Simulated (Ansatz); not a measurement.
The calculation used Ansatz, DFT PBE, scalar-relativistic, plane waves, PAW. All cells share a 420 eV cutoff and Γ-centred k meshes spaced at most about 0.3 Å⁻¹ (about 0.25 or finer for metals, 2π included). No spin polarisation in the final relaxations.

All energies are static (0 K, no zero-point motion).

Two forms of AlNi were relaxed alike.

A.

```cif
data_structure
_symmetry_space_group_name_H-M 'Pm-3m'
_symmetry_Int_Tables_number 221
_cell_length_a 2.8929
_cell_length_b 2.8929
_cell_length_c 2.8929
_cell_angle_alpha 90.000
_cell_angle_beta 90.000
_cell_angle_gamma 90.000
_cell_volume 24.21
loop_
_atom_site_label
_atom_site_type_symbol
_atom_site_symmetry_multiplicity
_atom_site_Wyckoff_symbol
_atom_site_fract_x
_atom_site_fract_y
_atom_site_fract_z
_atom_site_occupancy
Al1 Al 1 a 0.00000 0.00000 0.00000 1
Ni1 Ni 1 b 0.50000 0.50000 0.50000 1
```

B.

```cif
data_structure
_symmetry_space_group_name_H-M 'P-6m2'
_symmetry_Int_Tables_number 187
_cell_length_a 2.7587
_cell_length_b 2.7587
_cell_length_c 3.8182
_cell_angle_alpha 90.000
_cell_angle_beta 90.000
_cell_angle_gamma 120.000
_cell_volume 25.16
loop_
_atom_site_label
_atom_site_type_symbol
_atom_site_symmetry_multiplicity
_atom_site_Wyckoff_symbol
_atom_site_fract_x
_atom_site_fract_y
_atom_site_fract_z
_atom_site_occupancy
Al1 Al 1 a 0.00000 0.00000 0.00000 1
Ni1 Ni 1 f 0.66667 0.33333 0.50000 1
```

Question: Which form is favoured at zero pressure, and by what margin per atom?

Answer: A is lower, by 186 meV/atom. A has the caesium chloride type, space group Pm-3m (No. 221), 12.1 Å³/atom and no gap on its mesh; B has Al and Ni ordered on hcp sites, space group P-6m2 (No. 187), 12.6 Å³/atom and no gap. Counting all near atoms (those within 1.25 times the shortest distance at each site; a plus sign parts nearer from farther groups), A has Al 8+6, Ni 8+6 and B has Al 6+6, Ni 6+6. The denser one is the lower, and pressure would at first widen the difference. Origin: A is a Materials Project cell, relaxed; B was invented. The part of the Crystallography Open Database at hand lists AlNi in space group No. 221; sharing a group (Pm-3m) doesn't make a cell the listed structure.

Trial moments died out on the coarse mesh in Pm-3m and P-6m2; another magnetic start might hold. With atoms moved at random, Pm-3m came back. Other cells relaxed within their symmetry can be saddle points.
